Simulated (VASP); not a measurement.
# HfC (Fm-3m) in VASP: settings compared

One crystal, HfC, is run at these levels: AM05, TPSS, revTPSS; tasks: band structure.

All numbers are computed with VASP 6.6.1; they aren't measurements. Logs are shortened: lines on timing, memory, paths and dates and some standing lists are left out, and cuts for length are marked.

## (1) The crystal as given

It takes space group Fm-3m (No. 225, cubic). The conventional cell has a = 4.650 Å, b = 4.650 Å, c = 4.650 Å, α = 90.00°, β = 90.00°, γ = 90.00°. Hf (site symmetry m-3m) has 6 C at 2.33 Å as nearest neighbours. C (site symmetry m-3m) has 6 Hf at 2.33 Å as nearest neighbours.

## (2) Band structure, AM05

File INCAR:

```
SYSTEM = HfC
PREC = Accurate
ENCUT = 520
EDIFF = 1E-7
ISMEAR = -1
SIGMA = 0.05
LREAL = .FALSE.
LASPH = .TRUE.
NELM = 80
ALGO = Normal
ISIF = 2
LWAVE = .FALSE.
LCHARG = .FALSE.
LMAXMIX = 4
GGA = AM
NBANDS = 14
```

File KPOINTS:

```
regular mesh
0
G
  10 10 10
  0 0 0
```

File POSCAR:

```
HfC
1.0
    0.0000000000      2.3250000000      2.3250000000
    2.3250000000      0.0000000000      2.3250000000
    2.3250000000      2.3250000000      0.0000000000
Hf C
1 1
Direct
    0.5000000000      0.5000000000      0.5000000000
    0.0000000000      0.0000000000      0.0000000000
```

File KPOINTS_OPT:

```
path GXWKGLUWLK,UX
15
line-mode
reciprocal
 0.0000000000  0.0000000000  0.0000000000  G
 0.5000000000  0.0000000000  0.5000000000  X

 0.5000000000  0.0000000000  0.5000000000  X
 0.5000000000  0.2500000000  0.7500000000  W

 0.5000000000  0.2500000000  0.7500000000  W
 0.3750000000  0.3750000000  0.7500000000  K

 0.3750000000  0.3750000000  0.7500000000  K
 0.0000000000  0.0000000000  0.0000000000  G

 0.0000000000  0.0000000000  0.0000000000  G
 0.5000000000  0.5000000000  0.5000000000  L

 0.5000000000  0.5000000000  0.5000000000  L
 0.6250000000  0.2500000000  0.6250000000  U

 0.6250000000  0.2500000000  0.6250000000  U
 0.5000000000  0.2500000000  0.7500000000  W

 0.5000000000  0.2500000000  0.7500000000  W
 0.5000000000  0.5000000000  0.5000000000  L

 0.5000000000  0.5000000000  0.5000000000  L
 0.3750000000  0.3750000000  0.7500000000  K

 0.6250000000  0.2500000000  0.6250000000  U
 0.5000000000  0.0000000000  0.5000000000  X
```

Potentials or basis: VASP PAW PBE potentials, release 64 (Hf_pv, C).

Started as:

```
$ cat potpaw_PBE.64/Hf_pv/POTCAR potpaw_PBE.64/C/POTCAR > POTCAR
$ mpirun -np 1 vasp_std > vasp.out
```

OUTCAR:

```text
SYSTEM = HfC
   PREC = Accurate
   ENCUT = 520
   EDIFF = 1E-7
   ISMEAR = -1
   LREAL = .FALSE.
   LASPH = .TRUE.
   NELM = 80
   ISIF = 2
   GGA = AM

 ion  position               nearest neighbor table
   1  0.500  0.500  0.500-   2 2.33   2 2.33   2 2.33   2 2.33   2 2.33   2 2.33
   2  0.000  0.000  0.000-   1 2.33   1 2.33   1 2.33   1 2.33   1 2.33   1 2.33

  LATTYP: Found a face centered cubic cell.
 ALAT       =     4.6500000000

  Lattice vectors:

 A1 = (   0.0000000000,   2.3250000000,   2.3250000000)
 A2 = (   2.3250000000,   0.0000000000,   2.3250000000)
 A3 = (   2.3250000000,   2.3250000000,   0.0000000000)

Analysis of symmetry for initial positions (statically):
=====================================================================
 Subroutine PRICEL returns:
 Original cell was already a primitive cell.

 Routine SETGRP: Setting up the symmetry group for a
 face centered cubic supercell.

 Subroutine GETGRP returns: Found 48 space group operations
 (whereof 48 operations were pure point group operations)
 out of a pool of 48 trial point group operations.

The static configuration has the point symmetry O_h .

Analysis of symmetry for dynamics (positions and initial velocities):
=====================================================================
 Subroutine PRICEL returns:
 Original cell was already a primitive cell.

 Routine SETGRP: Setting up the symmetry group for a
 face centered cubic supercell.

 Subroutine GETGRP returns: Found 48 space group operations
 (whereof 48 operations were pure point group operations)
 out of a pool of 48 trial point group operations.

The dynamic configuration has the point symmetry O_h .

 Subroutine INISYM returns: Found 48 space group operations
 (whereof 48 operations are pure point group operations),
 and found     1 'primitive' translations

----------------------------------------------------------------------------------------

                                     Primitive cell

  volume of cell :      25.1362

  direct lattice vectors                    reciprocal lattice vectors
     0.000000000  2.325000000  2.325000000    -0.215053763  0.215053763  0.215053763
     2.325000000  0.000000000  2.325000000     0.215053763 -0.215053763  0.215053763
     2.325000000  2.325000000  0.000000000     0.215053763  0.215053763 -0.215053763

  length of vectors
     3.288046533  3.288046533  3.288046533     0.372484045  0.372484045  0.372484045

  position of ions in fractional coordinates (direct lattice)
     0.500000000  0.500000000  0.500000000
     0.000000000  0.000000000  0.000000000

  ion indices of the primitive-cell ions
   primitive index   ion index
                 1           1
                 2           2

----------------------------------------------------------------------------------------

 KPOINTS: regular mesh

Automatic generation of k-mesh.
 Grid dimensions read from file:
 generate k-points for:   10   10   10

 Generating k-lattice:

  Cartesian coordinates                     Fractional coordinates (reciprocal lattice)
    -0.021505376  0.021505376  0.021505376     0.100000000  0.000000000  0.000000000
     0.021505376 -0.021505376  0.021505376     0.000000000  0.100000000  0.000000000
     0.021505376  0.021505376 -0.021505376     0.000000000  0.000000000  0.100000000

  Length of vectors
     0.037248404  0.037248404  0.037248404

  Shift w.r.t. Gamma in fractional coordinates (k-lattice)
     0.000000000  0.000000000  0.000000000

 Subroutine IBZKPT returns following result:
 ===========================================

 Found     47 irreducible k-points:

 Following reciprocal coordinates:
            Coordinates               Weight
  0.000000  0.000000  0.000000      1.000000
  0.100000  0.000000  0.000000      8.000000
  0.200000  0.000000  0.000000      8.000000
  0.300000  0.000000  0.000000      8.000000
  0.400000  0.000000  0.000000      8.000000
  0.500000  0.000000  0.000000      4.000000
[... 16 lines left out ...]
  0.300000  0.300000  0.000000      6.000000
  0.400000  0.300000  0.000000     24.000000
 [... further k-points ...]
   k-points           NKPTS =     47   k-points in BZ     NKDIM =     47   number of bands    NBANDS=     14
   number of dos      NEDOS =    301   number of ions     NIONS =      2
   total plane-waves  NPLWV =  13824
   dimension x,y,z NGX =    24 NGY =   24 NGZ =   24
   dimension x,y,z NGXF=    48 NGYF=   48 NGZF=   48
   ions per type =               1   1
   NGX,Y,Z   is equivalent  to a cutoff of  12.13, 12.13, 12.13 a.u.
   NGXF,Y,Z  is equivalent  to a cutoff of  24.27, 24.27, 24.27 a.u.
 SYSTEM =  HfC
   PREC   = accura    normal or accurate (medium, high low for compatibility)
   ISTART =      0    job   : 0-new  1-cont  2-samecut
   ICHARG =      2    charge: 1-file 2-atom 10-const
   ISPIN  =      1    spin polarized calculation?
   LNONCOLLINEAR =      F non collinear calculations
   LSORBIT =      F    spin-orbit coupling
   LASPH  =      T    aspherical Exc in radial PAW
   ENCUT  =  520.0 eV  38.22 Ry    6.18 a.u.   6.11  6.11  6.11*2*pi/ulx,y,z
   NELM   =     80;   NELMIN=  2; NELMDL= -5     # of ELM steps
   EDIFF  = 0.1E-06   stopping-criterion for ELM
   LREAL  =      F    real-space projection
   EDIFFG = 0.1E-05   stopping-criterion for IOM
   NSW    =      0    number of steps for IOM
   IBRION =     -1    ionic relax: 0-MD 1-quasi-New 2-CG
   NFREE  =      0    steps in history (QN), initial steepest desc. (CG)
   ISIF   =      2    stress and relaxation
   ISYM   =      2    0-nonsym 1-usesym 2-fastsym
   POTIM  = 0.5000    time-step for ionic-motion
   TEBEG  =    0.0;   TEEND  =   0.0 temperature during run
   PSTRESS=    0.0 pullay stress
   NELECT =      14.0000    total number of electrons
   NUPDOWN=      -1.0000    fix difference up-down
   EMIN   =  10.00;   EMAX   =-10.00  energy-range for DOS
   EFERMI =   0.00;   METHOD = LEGACY
   ISMEAR =    -1;   SIGMA  =   0.05  broadening in eV -4-tet -1-fermi 0-gaus
   EFERMI_NEDOS =   21; number of points for ismear=-14 and -15
   IALGO  =     38    algorithm
   IMIX   =      4    mixing-type and parameters
     AMIX     =   0.40;   BMIX     =  1.00
     AMIX_MAG =   1.60;   BMIX_MAG =  1.00
  volume/ion in A,a.u.               =      12.57        84.81
  Fermi-wavevector in a.u.,A,eV,Ry     =   1.346949  2.545365 24.684672  1.814272
  Thomas-Fermi vector in A             =   2.474740
   LORBIT       =      0    0 simple, 1 ext, 2 COOP (PROOUT), +10 PAW based schemes
   GGA     = AM    functional components
   LHFCALC =     F    Hartree Fock is set to
   AEXX    =    0.0000 exact exchange contribution
   IVDW    =     0    specifies the selected vdW correction
   LEPSILON=     F    determine dielectric tensor
   LRPA    =     F    only Hartree local field effects (RPA)
 non-spin polarized calculation
  energy-cutoff  :      520.00
  volume of cell :       25.14
 maximum number of plane-waves:       700
   NGX = 13   NGY = 13   NGZ = 13

 number of electron      14.0000000 magnetization

 Free energy of the ion-electron system (eV)
  ---------------------------------------------------
  ext. energy  EPLUGINS =         0.00000000
  ---------------------------------------------------
  free energy    TOTEN  =       -21.71234099 eV

  energy without entropy =      -21.70955183  energy(sigma->0) =      -21.71094641

 E-fermi :   5.8367     XC(G=0): -12.4171

 val. band max:        5.8333347101   @ k =   0.1000   0.0000   0.0000
 cond. band min:       5.9653504543   @ k =   0.1000   0.1000   0.0000
 fundamental gap:      0.1320157442
 Fermi energy:         5.8366776852

 k-point     1 :       0.0000    0.0000    0.0000
  band No.  band energies     occupation
      1     -23.7198      2.00000
      2     -23.7198      2.00000
      3     -23.7198      2.00000
      4      -6.4659      2.00000
      5       6.8403      0.00000
      6       6.8403      0.00000
      7       6.8403      0.00000
      8       7.1606      0.00000
      9       7.1606      0.00000
     10       7.1606      0.00000
     11       9.1765      0.00000
     12       9.1765      0.00000
     13      12.6523      0.00000
     14      16.6790      0.00000

 k-point     2 :       0.1000    0.0000    0.0000
  band No.  band energies     occupation
      1     -23.7891      2.00000
      2     -23.7265      2.00000
      3     -23.7265      2.00000
      4      -6.2139      2.00000
      5       5.4418      1.99926
      6       5.8333      1.03342
      7       5.8333      1.03342
      8       7.5756      0.00000
      9       7.5756      0.00000
     10       7.9528      0.00000
     11      10.2892      0.00000
     12      10.2892      0.00000
     13      13.1979      0.00000
     14      17.3794      0.00000

 k-point     3 :       0.2000    0.0000    0.0000
  band No.  band energies     occupation
      1     -23.9660      2.00000
      2     -23.7439      2.00000
      3     -23.7439      2.00000
      4      -5.5083      2.00000
      5       3.6558      2.00000
      6       4.5894      2.00000
      7       4.5894      2.00000
      8       8.3181      0.00000
      9       8.3181      0.00000
     10       8.4832      0.00000
     11      12.2874      0.00000
     12      12.2874      0.00000
     13      14.3378      0.00000
     14      19.0222      0.00000
[... 324 lines left out ...]
 k-point    23 :       0.3000    0.3000    0.0000
  band No.  band energies     occupation
      1     -24.1302      2.00000
      2     -23.8734      2.00000
      3     -23.8734      2.00000
      4      -4.6131      2.00000
      5       1.9997      2.00000
      6       4.8045      2.00000
      7       5.4116      1.99959
      8       5.4116      1.99959
      9      10.3448      0.00000
     10      11.8148      0.00000
     11      11.8148      0.00000
     12      13.1973      0.00000
     13      18.1376      0.00000
     14      19.5188      0.00000

 k-point    24 :       0.4000    0.3000    0.0000
  band No.  band energies     occupation
      1     -24.2148      2.00000
      2     -23.9188      2.00000
      3     -23.8980      2.00000
      4      -4.3381      2.00000
      5       2.0730      2.00000
      6       3.9698      2.00000
      7       5.1066      2.00000
      8       6.0093      0.06135
      9      11.1632      0.00000
     10      12.1897      0.00000
     11      12.3226      0.00000
     12      14.0962      0.00000
     13      17.3614      0.00000
     14      18.4177      0.00000

 [... further k-points ...]

------------------------ aborting loop because EDIFF is reached ----------------------------------------

  FORCE on cell =-STRESS in cart. coord.  units (eV):
  Direction    XX          YY          ZZ          XY          YZ          ZX
  --------------------------------------------------------------------------------------
  -------------------------------------------------------------------------------------
  Total       -1.2369410     -1.2369410     -1.2369410     -0.0000000     -0.0000000      0.0000000
  in kB      -78.8425559    -78.8425559    -78.8425559     -0.0000000     -0.0000000      0.0000000
  external PRESSURE =     -78.8425559 kB  Pullay stress =       0.0000000 kB

 VOLUME and BASIS-vectors are now :
 -----------------------------------------------------------------------------
  energy-cutoff  :      520.00
  volume of cell :       25.14
      direct lattice vectors                 reciprocal lattice vectors
     0.000000000  2.325000000  2.325000000    -0.215053763  0.215053763  0.215053763
     2.325000000  0.000000000  2.325000000     0.215053763 -0.215053763  0.215053763
     2.325000000  2.325000000  0.000000000     0.215053763  0.215053763 -0.215053763

 POSITION                                       TOTAL-FORCE (eV/Angst)
 -----------------------------------------------------------------------------------
      2.32500      2.32500      2.32500        -0.000000      0.000000      0.000000
      0.00000      0.00000      0.00000         0.000000     -0.000000     -0.000000
 -----------------------------------------------------------------------------------
    total drift:                                0.000000     -0.000000      0.000000

  FREE ENERGIE OF THE ION-ELECTRON SYSTEM (eV)
  ---------------------------------------------------
  free  energy   TOTEN  =       -21.7123409899 eV

  energy  without entropy=      -21.7095518312  energy(sigma->0) =      -21.71094641
```

Wall time 49 s (1 thread of Intel Xeon Platinum 8175M at 2.50GHz (Skylake/Cascade Lake), shared host); peak memory 0.16 GiB.

Results:

| Quantity | Value |
| --- | --- |
| Free energy | -21.7123 eV |
| Pressure | -7.9 GPa |
| Band gap along the path | none (metal or under the smearing width) |

Levels at the corners of the path, in eV from the Fermi level:
```
point  band 4  band 5  band 6  band 7  band 8  band 9  band 10  band 11
    Γ  -12.30    1.00    1.00    1.00    1.32    1.32     1.32     3.34
    X  -10.36   -2.63   -1.87   -0.11   -0.11    5.27     6.71     6.71
    X  -10.36   -2.63   -1.87   -0.11   -0.11    5.27     6.71     6.71
    W   -9.60   -3.03   -2.76   -2.76    3.63    3.63     6.72     7.00
    W   -9.60   -3.03   -2.76   -2.76    3.63    3.63     6.72     7.00
    K   -9.69   -3.56   -2.77   -1.66    1.51    5.74     6.14     8.19
    K   -9.69   -3.56   -2.77   -1.66    1.51    5.74     6.14     8.19
    Γ  -12.30    1.00    1.00    1.00    1.32    1.32     1.32     3.34
    Γ  -12.30    1.00    1.00    1.00    1.32    1.32     1.32     3.34
    L   -8.49   -6.21   -3.01   -3.01    5.28    5.28     5.74     6.45
    L   -8.49   -6.21   -3.01   -3.01    5.28    5.28     5.74     6.45
    U   -9.69   -3.56   -2.77   -1.66    1.51    5.74     6.14     8.19
    U   -9.69   -3.56   -2.77   -1.66    1.51    5.74     6.14     8.19
    W   -9.60   -3.03   -2.76   -2.76    3.63    3.63     6.72     7.00
    W   -9.60   -3.03   -2.76   -2.76    3.63    3.63     6.72     7.00
    L   -8.49   -6.21   -3.01   -3.01    5.28    5.28     5.74     6.45
    L   -8.49   -6.21   -3.01   -3.01    5.28    5.28     5.74     6.45
    K   -9.69   -3.56   -2.77   -1.66    1.51    5.74     6.14     8.19
    U   -9.69   -3.56   -2.77   -1.66    1.51    5.74     6.14     8.19
    X  -10.36   -2.63   -1.87   -0.11   -0.11    5.27     6.71     6.71
```

Caveat: the PAW data sets were made with another functional, which shifts forces and pressure a little; spin-orbit coupling is left out, which moves the levels of the heavy elements.

[end of part 1 of 2]
